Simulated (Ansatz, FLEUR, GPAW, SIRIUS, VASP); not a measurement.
BAs: programs and potentials compared

```xyz
2
Lattice="0.0000 2.3885 2.3885 2.3885 0.0000 2.3885 2.3885 2.3885 0.0000" Properties=species:S:1:pos:R:3 pbc="T T T"
As    3.5827    3.5827    3.5827
B     0.0000    0.0000    0.0000
```

Alike in all runs: task equation of state; functional PBEsol; k mesh 10 × 10 × 10; occupations fermi-dirac, width 0.05 eV; no spin polarisation; no spin-orbit coupling.

| program and potentials | plane-wave cutoff (eV) | notes | equilibrium volume (Å³/atom) | bulk modulus (GPa) |
| --- | --- | --- | --- | --- |
| SIRIUS, all-electron FP-LAPW, apw+lo standard | - | - | 13.55 | 140.3 |
| Ansatz, all-electron LAPW, scalar-relativistic | - | - | 13.54 | 140.3 |
| FLEUR, all-electron, FLAPW | - | - | 13.54 | 140.3 |
| VASP, PBE PAW files As, B, 520 eV | 520 | potentials made for PBE | 13.64 | 140.7 |
| SIRIUS, PseudoDojo 0.4.1 PBEsol standard (scalar relativistic) | 1152 | - | 13.56 | 140.2 |
| GPAW, PAW data sets generated for this functional | 800 | - | 13.61 | 141.3 |

The equilibrium volume spans 13.54 (Ansatz, all-electron LAPW, scalar-relativistic) to 13.64 Å³/atom (VASP, PBE PAW files As, B, 520 eV), with all-electron results at 13.54 to 13.55. The bulk modulus spans 140.2 (SIRIUS, PseudoDojo 0.4.1 PBEsol standard (scalar relativistic)) to 141.3 GPa (GPAW, PAW data sets generated for this functional), with all-electron results at 140.3.

The functional is the same throughout but for its coding, so the spread measures potentials, basis and numerics; runs on potential files found faulty are left out.

The three all-electron codes agree almost exactly on both volume and bulk modulus, so they give a firm reference for PBEsol BAs. PseudoDojo stays very close to it, while the two PAW runs give slightly larger cells, at 13.61 and 13.64 Å³/atom. Those two runs also give the highest bulk moduli, although expanding a given crystal normally softens it. Their deviations are therefore not a simple shift along a common equation of state, but also involve its curvature. As GPAW shows much of the same expansion as VASP, a mismatch between potential and functional is probably not the whole explanation; the treatment of the arsenic semicore and the augmentation may contribute.

The stiffness common to all runs reflects the short, strongly directional sp³ bonds of BAs. Boron has no p core beneath its compact 2p valence shell, and its electronegativity is close to that of arsenic, so the bonding is largely covalent. Agreement between codes establishes numerical reproducibility, not the accuracy of PBEsol against experiment.
